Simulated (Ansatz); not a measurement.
One element of this relaxed crystal is hidden as X:

```
cell (Å)
  3.594 0.000 0.000
  -1.797 3.112 0.000
  0.000 0.000 5.946
  Hf 0.0000 0.0000 0.0000
  X 0.6667 0.3333 0.7563
  X 0.3333 0.6667 0.2437
```

All-electron LAPW in Ansatz 0.2.0 under PBEsol, scalar-relativistic and without spin polarisation, finds it within 0.04 GPa of zero pressure, with a formation energy of -1.61 eV/atom from the elements, a gap of 0.93 eV. The structure needn't be the ground state.

Q: Which element is X?

A: S, which makes the crystal HfS₂. Other candidates weren't computed, and some may come near.
